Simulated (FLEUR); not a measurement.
# NiO (Pm-3m) in FLEUR: a series of runs

Runs on NiO. Level: LDA+U. Tasks: single point.

All numbers are computed with FLEUR MaX-R8.1 (later development tree); they aren't measurements. Logs are shortened: lines on timing, memory, paths and dates and some standing lists are left out, and cuts for length are marked.

### 1 Starting point

Symmetry: Pm-3m, No. 221, cubic system. Conventional cell: a = 2.505 Å, b = 2.505 Å, c = 2.505 Å, α = 90.00°, β = 90.00°, γ = 90.00°. Ni (site symmetry m-3m) is surrounded by 8 O at 2.17 Å. O (site symmetry m-3m) is surrounded by 8 Ni at 2.17 Å.

Measurements of this composition are mostly on another form, of space group No. 225.

### 2 Single point, LDA+U, collinear spin, ferromagnetic start

File inp.xml:

```xml
<?xml version="1.0" encoding="UTF-8" standalone="no"?>
<fleurInput fleurInputVersion="0.39">
   <comment>
      NiO                                                                                                 
   </comment>
   <calculationSetup>
      <cutoffs Kmax="4.56" Gmax="14.1" GmaxXC="14.1" numbands="0"/>
      <scfLoop itmax="100" minDistance="0.0002" maxIterBroyd="50" imix="Anderson" alpha="0.05" precondParam="0.0" spinf="2.0" sdNocoIR="T"/>
      <coreElectrons ctail="T" frcor="F" kcrel="0" coretail_lmax="0"/>
      <xcFunctional name="vwn" relativisticCorrections="F"/>
      <magnetism jspins="2"/>
      <soc l_soc="F" theta="0.0" phi="0.0" spav="F"/>
      <expertModes spex="0" secvar="F"/>
      <geometryOptimization l_f="F" forcealpha="1.0" forcemix="BFGS" epsdisp="0.00001" epsforce="0.00001"/>
      <ldaU l_linMix="F" mixParam="0.05" spinf="1.0"/>
   </calculationSetup>
   <cell>
      <bzIntegration valenceElectrons="24.0" mode="gauss" fermiSmearingEnergy="0.00183747">
         <kPointListSelection listName="default-1"/>
         <!-- k-points included here -->
         <xi:include xmlns:xi="http://www.w3.org/2001/XInclude" href="kpts.xml"> </xi:include>
      </bzIntegration>
      <!-- symmetry operations included here -->
      <xi:include xmlns:xi="http://www.w3.org/2001/XInclude" href="sym.xml"> </xi:include>
      <bulkLattice scale="1.0">
         <bravaisMatrix>
            <row-1>    4.7330371156609568     0.0000000000000000     0.0000000000000000</row-1>
            <row-2>    0.0000000000000000     4.7330371156609568     0.0000000000000000</row-2>
            <row-3>    0.0000000000000000     0.0000000000000000     4.7330371156609568</row-3>
         </bravaisMatrix>
      </bulkLattice>
   </cell>
   <atomSpecies>
      <species name="Nickel (Ni2.000" element="Ni" atomicNumber="28">
         <mtSphere radius="2.15" gridPoints="711" logIncrement="0.017"/>
         <atomicCutoffs lmax="9" lnonsphr="9"/>
         <electronConfig flipSpins="F">
            <coreConfig>(1s1/2) (2s1/2) (2p1/2) (2p3/2)</coreConfig>
            <valenceConfig>(3s1/2) (3p1/2) (3p3/2) (4s1/2) (3d3/2) (3d5/2)</valenceConfig>
            <stateOccupation state="(3d3/2)" spinUp="2.0" spinDown="1.2"/>
            <stateOccupation state="(3d5/2)" spinUp="3.0" spinDown="1.8"/>
         </electronConfig>
         <energyParameters s="4" p="4" d="3" f="4"/>
         <ldaU l="2" U="4" J="0.0" l_amf="F"/>
         <lo type="SCLO" l="0" n="3" eDeriv="0"/>
         <lo type="SCLO" l="1" n="3" eDeriv="0"/>
         <lo type="SCLO" l="1" n="3" eDeriv="1"/>
         <lo type="SCLO" l="3" n="4" eDeriv="2"/>
      </species>
      <species name="Oxygen (O)" element="O" atomicNumber="8">
         <mtSphere radius="1.65" gridPoints="547" logIncrement="0.02"/>
         <atomicCutoffs lmax="8" lnonsphr="8"/>
         <electronConfig flipSpins="F">
            <coreConfig>(1s1/2)</coreConfig>
            <valenceConfig>(2s1/2) (2p1/2) (2p3/2)</valenceConfig>
            <stateOccupation state="(2p1/2)" spinUp="0.666667" spinDown="0.666667"/>
            <stateOccupation state="(2p3/2)" spinUp="1.333333" spinDown="1.333333"/>
         </electronConfig>
         <energyParameters s="2" p="2" d="3" f="4"/>
         <lo type="SCLO" l="0" n="2" eDeriv="2"/>
         <lo type="SCLO" l="1" n="2" eDeriv="2"/>
         <lo type="SCLO" l="2" n="3" eDeriv="2"/>
      </species>
   </atomSpecies>
   <atomGroups>
      <atomGroup species="Nickel (Ni2.000">
         <relPos label="                   1">.0000000000 .0000000000 .0000000000</relPos>
         <force calculate="T" relaxXYZ="TTT"/>
      </atomGroup>
      <atomGroup species="Oxygen (O)">
         <relPos label="                   2">1.000/2.000 1.000/2.000 1.000/2.000</relPos>
         <force calculate="T" relaxXYZ="TTT"/>
      </atomGroup>
   </atomGroups>
   <output dos="F" band="F" slice="F">
      <checks vchk="F" cdinf="F"/>
      <bandDOS minEnergy="-.5*Htr" maxEnergy="0.5*Htr" sigma="0.015" storeEVData="T"/>
      <vacuumDOS vacdos="F" integ="F" star="F" nstars="0" locx1="0.0" locy1="0.0" locx2="0.0" locy2="0.0" nstm="0" tworkf="0.0"/>
      <unfoldingBand unfoldBand="F" supercellX="1" supercellY="1" supercellZ="1"/>
      <plotting iplot="0" polar="F">
         <plot TwoD="T" vec1="  1.0  0.0  0.0" vec2="  0.0  1.0  0.0" vec3="  0.0  0.0  1.0" zero="  0.0  0.0  0.0" file="plot"/>
      </plotting>
      <chargeDensitySlicing numkpt="0" minEigenval="0.0" maxEigenval="0.0" nnne="0" pallst="F"/>
      <specialOutput eonly="F"/>
      <moessbauerParams electricFieldGradient="T" isomerShift="T" coreHyperfine="T" valenceHyperfine="T"/>
      <magneticCircularDichroism mcd="F" energyLo="-10.0" energyUp="0.0"/>
   </output>
  <!-- We include the file relax.xml here to enable relaxations (see documentation) -->
  <xi:include xmlns:xi="http://www.w3.org/2001/XInclude" href="relax.xml"> <xi:fallback/> </xi:include>
</fleurInput>
```

File crystal.txt:

```
NiO
&input cartesian=F /
2.5046153800  0.0000000000  0.0000000000
0.0000000000  2.5046153800  0.0000000000
0.0000000000  0.0000000000  2.5046153800
1.8897261246
1.0 1.0 1.0

2
28 0.0000000000  0.0000000000  0.0000000000 : 2.000
8 0.5000000000  0.5000000000  0.5000000000

&kpt div1=7 div2=7 div3=7 gamma=T /
```

Potentials or basis: all-electron, FLAPW.

Command:

```
inpgen -f crystal.txt -profile fastHighL
# inp.xml edited to the form shown
fleur_MPI
```

What it wrote:

```text
Welcome to FLEUR        (www.flapw.de)
      MaX-Release 8.1          (www.max-centre.eu)

 ========== k-point set info ==========
 Selected k-point list: default-1
 k-point list type: mesh
 7 x 7 x 7
 Number of k points: 20

 ------------Calculation Setup---------------------------
 Number of MPI-tasks      :            1
 Number of PE/node        :            1
 Number of OMP-threads    :            1
 Most efficient MPI parallelization for:
           1           2           4           5          10          20
 Additional eigenvalue parallelization possible
 Number of basis functions:          231
 Approximate size of matrices (H+S) per k-point:         0.001 GB
 --------------------------------------------------------
 no density matrix found ... skipping LDA+U
 Reset of history
 Iteration:     1   Distance:      18.55248273 me/bohr^3
 Iteration:     2   Distance:      15.10934925 me/bohr^3
 Iteration:     3   Distance:      15.41915190 me/bohr^3
 Iteration:     4   Distance:      15.67393820 me/bohr^3
 Iteration:     5   Distance:      15.67603186 me/bohr^3
 Iteration:     6   Distance:      13.56132977 me/bohr^3
 Iteration:     7   Distance:       7.79907957 me/bohr^3
 Iteration:     8   Distance:       7.53356433 me/bohr^3
 Iteration:     9   Distance:       5.66769929 me/bohr^3
 Iteration:    10   Distance:       3.48741390 me/bohr^3
 Iteration:    11   Distance:       4.51693687 me/bohr^3
 Iteration:    12   Distance:       1.08261885 me/bohr^3
 Iteration:    13   Distance:       0.59091771 me/bohr^3
 Iteration:    14   Distance:       0.53216294 me/bohr^3
 Iteration:    15   Distance:       0.05285475 me/bohr^3
 Iteration:    16   Distance:       0.07520873 me/bohr^3
 Iteration:    17   Distance:       0.01324555 me/bohr^3
 Iteration:    18   Distance:       0.01602738 me/bohr^3
 Iteration:    19   Distance:       0.00410451 me/bohr^3
 Iteration:    20   Distance:       0.00151648 me/bohr^3
 Iteration:    21   Distance:       0.00016255 me/bohr^3

 ********************************************************************
 Run finished successfully
 Stop message:
   all done
 ********************************************************************
```

Run time: 20 s. Hardware: 1 thread of Arm Neoverse V1, shared host; peak memory 0.08 GiB.

What came out:

* Free energy: -43349.3951 eV
* Net moment: 2.00 μB per cell
* Site moments: Ni +1.49; O +0.49 μB
* Valence electrons inside the program's atomic spheres: Ni 16.66; O 5.25 (radii Ni 2.15, O 1.65 bohr)

Levels at points of the mesh, in eV from the Fermi level:
Spin up:
```tsv
k point	band 10	band 11	band 12	band 13	band 14	band 15	band 16	band 17
(0.00, 0.00, 0.00)	-3.59	-2.81	-2.81	-2.81	1.88	16.78	16.78	21.90
```
Spin down:
```tsv
k point	band 8	band 9	band 10	band 11	band 12	band 13	band 14	band 15
(0.00, 0.00, 0.00)	-1.95	-1.95	-1.95	0.13	0.13	0.13	2.44	17.17
```

Eigenvalues of the final occupation matrices:
```csv
site,spin,trace,eigenvalues
atom type 1,1,4.80,0.94 0.94 0.97 0.97 0.97
atom type 1,2,3.31,0.49 0.49 0.49 0.91 0.91
```

Core levels (eV from the Fermi level):
```tsv
atom	levels
1 Ni	1s1/2 -8185.0, 2s1/2 -971.4, 2p1/2 -847.4, 2p3/2 -830.0
2 O	1s1/2 -502.6
```

Caveat: with Gaussian smearing the program prints no entropy term, so the energy of a metal isn't a free energy; a cell with one magnetic atom can't hold antiferromagnetic order, which such compounds often take.

### 3 Single point, LDA+U, collinear spin, antiferromagnetic start (cell doubled along one axis)

Changes to inp.xml since step 2:

```diff
@@ -17,3 +17,3 @@
    <cell>
-      <bzIntegration valenceElectrons="24.0" mode="gauss" fermiSmearingEnergy="0.00183747">
+      <bzIntegration valenceElectrons="48.0" mode="gauss" fermiSmearingEnergy="0.00183747">
          <kPointListSelection listName="default-1"/>
@@ -28,3 +28,3 @@
             <row-2>    0.0000000000000000     4.7330371156609568     0.0000000000000000</row-2>
-            <row-3>    0.0000000000000000     0.0000000000000000     4.7330371156609568</row-3>
+            <row-3>    0.0000000000000000     0.0000000000000000     9.4660742313219135</row-3>
          </bravaisMatrix>
@@ -63,2 +63,18 @@
       </species>
+      <species name="Nickel (Ni-2.000" element="Ni" atomicNumber="28">
+         <mtSphere radius="2.15" gridPoints="711" logIncrement="0.017"/>
+         <atomicCutoffs lmax="9" lnonsphr="9"/>
+         <electronConfig flipSpins="F">
+            <coreConfig>(1s1/2) (2s1/2) (2p1/2) (2p3/2)</coreConfig>
+            <valenceConfig>(3s1/2) (3p1/2) (3p3/2) (4s1/2) (3d3/2) (3d5/2)</valenceConfig>
+            <stateOccupation state="(3d3/2)" spinUp="1.2" spinDown="2.0"/>
+            <stateOccupation state="(3d5/2)" spinUp="1.8" spinDown="3.0"/>
+         </electronConfig>
+         <energyParameters s="4" p="4" d="3" f="4"/>
+         <ldaU l="2" U="4" J="0.0" l_amf="F"/>
+         <lo type="SCLO" l="0" n="3" eDeriv="0"/>
+         <lo type="SCLO" l="1" n="3" eDeriv="0"/>
+         <lo type="SCLO" l="1" n="3" eDeriv="1"/>
+         <lo type="SCLO" l="3" n="4" eDeriv="2"/>
+      </species>
    </atomSpecies>
@@ -70,3 +86,8 @@
       <atomGroup species="Oxygen (O)">
-         <relPos label="                   2">1.000/2.000 1.000/2.000 1.000/2.000</relPos>
+         <relPos label="                   2">1.000/2.000 1.000/2.000 1.000/4.000</relPos>
+         <relPos label="                   4">1.000/2.000 1.000/2.000 -1.000/4.000</relPos>
+         <force calculate="T" relaxXYZ="TTT"/>
+      </atomGroup>
+      <atomGroup species="Nickel (Ni-2.000">
+         <relPos label="                   3">.0000000000 .0000000000 1.000/2.000</relPos>
          <force calculate="T" relaxXYZ="TTT"/>
```

File crystal.txt:

```
NiO
&input cartesian=F /
2.5046153800  0.0000000000  0.0000000000
0.0000000000  2.5046153800  0.0000000000
0.0000000000  0.0000000000  5.0092307600
1.8897261246
1.0 1.0 1.0

4
28 0.0000000000  0.0000000000  0.0000000000 : 2.000
8 0.5000000000  0.5000000000  0.2500000000
28 0.0000000000  0.0000000000  0.5000000000 : -2.000
8 0.5000000000  0.5000000000  0.7500000000

&kpt div1=7 div2=7 div3=4 gamma=T /
```

Potentials or basis: all-electron, FLAPW.

Command:

```
inpgen -f crystal.txt -profile fastHighL
# inp.xml edited to the form shown
fleur_MPI
```

What it wrote:

```text
Welcome to FLEUR        (www.flapw.de)
      MaX-Release 8.1          (www.max-centre.eu)

 ========== k-point set info ==========
 Selected k-point list: default-1
 k-point list type: mesh
 7 x 7 x 4
 Number of k points: 30

 ------------Calculation Setup---------------------------
 Number of MPI-tasks      :            1
 Number of PE/node        :            1
 Number of OMP-threads    :            1
 Most efficient MPI parallelization for:
           1           2           3           5           6          10          15          30
 Additional eigenvalue parallelization possible
 Number of basis functions:          462
 Approximate size of matrices (H+S) per k-point:         0.003 GB
 --------------------------------------------------------
 no density matrix found ... skipping LDA+U
 Reset of history
 Iteration:     1   Distance:      20.96134604 me/bohr^3
 Iteration:     2   Distance:      26.84940440 me/bohr^3
 Iteration:     3   Distance:      25.78852962 me/bohr^3
 Iteration:     4   Distance:      12.71918792 me/bohr^3
 Iteration:     5   Distance:      11.05005430 me/bohr^3
 Iteration:     6   Distance:      11.12413622 me/bohr^3
 Iteration:     7   Distance:       6.19107412 me/bohr^3
 Iteration:     8   Distance:       5.65937373 me/bohr^3
 Iteration:     9   Distance:       4.26733235 me/bohr^3
 Iteration:    10   Distance:       2.01280420 me/bohr^3
 Iteration:    11   Distance:       1.73529226 me/bohr^3
 Iteration:    12   Distance:       0.19894649 me/bohr^3
 Iteration:    13   Distance:       0.22797875 me/bohr^3
 Iteration:    14   Distance:       0.06272713 me/bohr^3
 Iteration:    15   Distance:       0.02397213 me/bohr^3
 Iteration:    16   Distance:       0.00869526 me/bohr^3
 Iteration:    17   Distance:       0.00807652 me/bohr^3
 Iteration:    18   Distance:       0.00087680 me/bohr^3
 Iteration:    19   Distance:       0.00071881 me/bohr^3
 Iteration:    20   Distance:       0.00013543 me/bohr^3

 ********************************************************************
 Run finished successfully
 Stop message:
   all done
 ********************************************************************
```

Run time: 96 s. Hardware: 1 thread of Arm Neoverse V1, shared host; peak memory 0.09 GiB.

Results:

```yaml
Free_energy: -86699.0573 eV
Net_moment: 0.00 μB per cell
Site_moments: Ni +1.33, -1.33; O +0.00 μB
Valence_electrons_inside_the_program's_atomic_spheres: Ni 16.68; O 5.24 (radii Ni 2.15, O 1.65 bohr)
```

Levels at points of the mesh, in eV from the Fermi level:
Spin up:
| k point | band 21 | band 22 | band 23 | band 24 | band 25 | band 26 | band 27 | band 28 |
| --- | --- | --- | --- | --- | --- | --- | --- | --- |
| (0.00, 0.00, 0.00) | -1.94 | -1.94 | -1.43 | 0.70 | 0.70 | 1.05 | 1.96 | 7.56 |
| (0.00, 0.00, 0.50) | -2.21 | -1.01 | -1.01 | 0.28 | 0.28 | 1.05 | 4.49 | 4.64 |
Spin down:
```
           k point  band 22  band 23  band 24  band 25  band 26  band 27
(0.00, 0.00, 0.00)    -1.94    -1.43     0.70     0.70     1.05     1.96
(0.00, 0.00, 0.50)    -1.01    -1.01     0.28     0.28     1.05     4.49
```

Eigenvalues of the final occupation matrices:
```
       site  spin  trace               eigenvalues
atom type 1     1   4.72  0.93 0.94 0.95 0.95 0.96
atom type 3     1   3.39  0.18 0.68 0.68 0.92 0.93
atom type 1     2   3.39  0.18 0.68 0.68 0.92 0.93
atom type 3     2   4.72  0.93 0.94 0.95 0.95 0.96
```

Core levels (eV from the Fermi level):
| atom | levels |
| --- | --- |
| 1 Ni | 1s1/2 -8185.1, 2s1/2 -971.5, 2p1/2 -847.5, 2p3/2 -830.0 |
| 2 O | 1s1/2 -502.7 |
| 3 Ni | 1s1/2 -8185.1, 2s1/2 -970.6, 2p1/2 -846.8, 2p3/2 -829.3 |
| 4 O | 1s1/2 -502.7 |

Caveat: with Gaussian smearing the program prints no entropy term, so the energy of a metal isn't a free energy. The state reached can hang on the start; a lower one may exist.
